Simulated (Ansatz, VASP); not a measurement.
**Two plane-wave programs on Nb**

```
CELL_PARAMETERS angstrom
2.98290 0.00000 0.00000
0.00000 2.98290 0.00000
0.00000 0.00000 18.21846
ATOMIC_POSITIONS crystal
Nb 0.50000 0.50000 0.38423
Nb 0.00000 0.00000 0.50072
Nb 0.50000 0.50000 0.61721
```

Alike in both runs: functional PBE; k mesh 10 × 10 × 1; occupations gaussian, width 0.1 eV; no spin polarisation.

Ansatz relaxed the structure, and its values are those at the end. VASP's run is a single point on that final structure, the one shown.

```csv
,VASP,Ansatz
version,VASP 6.6.1,Ansatz 0.2.0
potentials or method,"VASP PAW PBE potentials, release 64 (Nb_sv)","scalar-relativistic, plane waves, PAW"
plane-wave cutoff (eV),520,420
valence electrons in the cell,39,39
```

VASP gave:

- gap on the k mesh at the Fermi level (eV): none
- rms of the force components (eV/Å): 0.007

Q: Estimate Ansatz's values.

A: gap on the k mesh at the Fermi level (eV): none; rms of the force components (eV/Å): 0.000.

A gap of «none» marks a metal or a gap that the smearing closes. With one functional, cell and mesh, what is left measures potentials, basis and numerics.
